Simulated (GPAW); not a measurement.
Wanted: an ASE script for a GPAW 26.7.0 run.

* Task: relaxation of cell and atoms
* Functional: RPBE
* Dispersion: D3(BJ)
* Potentials or basis: the program's PAW data sets (release 1.2.1) made for this functional
* Cutoff: 600 eV
* Basis: pw
* k mesh: 9 × 9 × 9
* Occupations: fermi-dirac, width 0.05 eV
* Spin: no spin polarisation
* Maxiter: 150
* Optimizer: BFGS
* Fmax: 0.01 eV/Å
* Max steps: 60
* Convergence: density=1e-05 forces=0.0001

The structure of ZnS lies in ZnS.xyz:

```xyz
2
Lattice="0.0000000000 2.7020000000 2.7020000000 2.7020000000 0.0000000000 2.7020000000 2.7020000000 2.7020000000 0.0000000000" Properties=species:S:1:pos:R:3 pbc="T T T"
Zn     4.0530000000      4.0530000000      4.0530000000
S      0.0000000000      0.0000000000      0.0000000000
```

One way to write it, as run:

run.py

```python
from ase.calculators.mixing import SumCalculator
from ase.filters import FrechetCellFilter
from ase.io import read, write
from ase.optimize import BFGS
from dftd3.ase import DFTD3
from gpaw import GPAW, PW

atoms = read('ZnS.xyz')

calc = GPAW(mode=PW(600),
            xc='RPBE',
            kpts={'size': (9, 9, 9), 'gamma': True},
            occupations={'name': 'fermi-dirac', 'width': 0.05},
            nbands=18,
            convergence={'density': 1e-05, 'forces': 0.0001},
            maxiter=150,
            txt='gpaw.txt')
atoms.calc = SumCalculator([calc, DFTD3(method='rpbe', damping='d3bj')])
opt = BFGS(FrechetCellFilter(atoms), trajectory='relax.traj', logfile='-')
done = opt.run(fmax=0.01, steps=60)
calc.write('gs.gpw')
write('result.traj', atoms)
print('Converged:', done)
print('Cell:', atoms.cell.cellpar().round(4))
print('Volume:', round(atoms.get_volume(), 4))
print(atoms.get_scaled_positions().round(5))
```

Potentials or basis: the program's PAW data sets (release 1.2.1) made for this functional, pw.

Command:

```sh
$ OMP_NUM_THREADS=1 python run.py
```

It gave:

The relaxed volume is 18.23 Å³/atom, the relaxed cell is a = 3.722 Å, b = 3.722 Å, c = 3.722 Å, α = 60.00°, β = 60.00°, γ = 60.00° and the space group after relaxing (to 0.05 Å) is F-43m (No. 216). The energy gained by relaxing is 28.1 meV/atom. The ionic steps are 4, the pressure after relaxing is 0.0 GPa and the band gap on the k mesh is 2.62 eV, direct. The dispersion energy per atom is -1.215 eV.

Caveat: later steps reuse the first step's grids.

It took 61 s on 1 thread of Arm Neoverse V2, with other jobs on the host, peak memory 0.23 GiB.
